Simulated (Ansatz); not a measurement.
Isomers of C4H6O, relaxed with PBE0-D4/def2-TZVP in Ansatz; electronic energies, one conformer each and not always the lowest. Functionals use def2-TZVPP; CBS adds triple-zeta CCSD(T) − MP2 to the MP2 limit of def2-TZVPP and def2-QZVPP.

Question: Order them by energy at frozen-core CCSD(T)/CBS, lowest first. (Best estimate.)
A. `C1=CCOC1`
B. `C=C/C=C\O`
C. `CC1(O)C=C1`
D. `COC1=CC1`
E. `C#COCC`
F. `C=CC(C)=O`

Answer: F (0.0 kcal/mol), A (10.1 kcal/mol), B (11.5 kcal/mol), C (42.6 kcal/mol), E (45.0 kcal/mol), D (58.0 kcal/mol).

Question: How do HF/CBS(def2), r2SCAN-D4, B3LYP-D4, PBE0-D4 place them (kcal/mol, against `C=CC(C)=O`)? (An estimate is asked.)

Answer: Ansatz gave: 
| isomer | HF/CBS(def2) | r2SCAN-D4 | B3LYP-D4 | PBE0-D4 |
| --- | --- | --- | --- | --- |
| `C1=CCOC1` | 12.3 | 11.1 | 12.8 | 7.7 |
| `C=C/C=C\O` | 14.9 | 10.8 | 11.2 | 10.6 |
| `CC1(O)C=C1` | 50.0 | 43.3 | 46.4 | 40.8 |
| `C#COCC` | 45.8 | 46.6 | 45.7 | 45.9 |
| `COC1=CC1` | 61.9 | 56.2 | 58.1 | 53.6 |

B3LYP here is the variant with VWN-RPA as its local correlation; programs differ in this.
